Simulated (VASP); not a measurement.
Set up this calculation in VASP 6.6.1, as the native input.

| Quantity | Value |
| --- | --- |
| Task | relaxation of cell and atoms |
| Functional | PBE |
| Potentials or basis | VASP PAW PBE potentials, release 54 (Ag) |
| Cutoff | 600 eV |
| k mesh | 11 × 11 × 11 |
| Occupations | fermi-dirac, width 0.05 eV |
| Spin | no spin polarisation |
| Further INCAR settings | ALGO = Fast; EDIFF = 1e-06; IBRION = 2; EDIFFG = -0.005; NSW = 40; ISIF = 3 |

The structure of Ag lies in POSCAR:

```
Ag
1.0
   -1.6556540000      1.6556540000      1.6556540000
    1.6556540000     -1.6556540000      1.6556540000
    1.6556540000      1.6556540000     -1.6556540000
Ag
1
Direct
    0.0000000000      0.0000000000      0.0000000000
```

This isn't the form of Ag at room conditions, which is fcc.

These files were run (other wordings do the same):

INCAR

```
PREC = Accurate
ENCUT = 600
EDIFF = 1E-6
ISMEAR = -1
SIGMA = 0.05
LREAL = False
LASPH = True
NELM = 100
ALGO = Fast
ISIF = 3
LWAVE = False
LCHARG = False
GGA = PE
IBRION = 2
NSW = 40
EDIFFG = -0.005
```

KPOINTS

```
Automatic mesh
0
Gamma
  11 11 11
```

Potentials or basis: VASP PAW PBE potentials, release 54 (Ag).

Launch:

```sh
$ cat potpaw_PBE.54/Ag/POTCAR > POTCAR
$ mpirun -np 1 vasp_std > vasp.out
```

Results of the run:

```json
{
 "Relaxed volume": "17.96 Å³/atom",
 "Relaxed cell": "a = 2.857 Å, b = 2.857 Å, c = 2.857 Å, α = 109.47°, β = 109.47°, γ = 109.47°",
 "Space group after relaxing (to 0.05 Å)": "Im-3m (No. 229)",
 "Energy gained by relaxing": "0.6 meV/atom",
 "Ionic steps": "4",
 "Pressure after relaxing": "0.0 GPa",
 "Band gap on the k mesh": "none (metal or under the smearing width)"
}
```

It took 13 s on 1 thread of Intel(R) Xeon(R) 6975P-C (Granite Rapids) (shared host), peak memory 0.15 GiB.
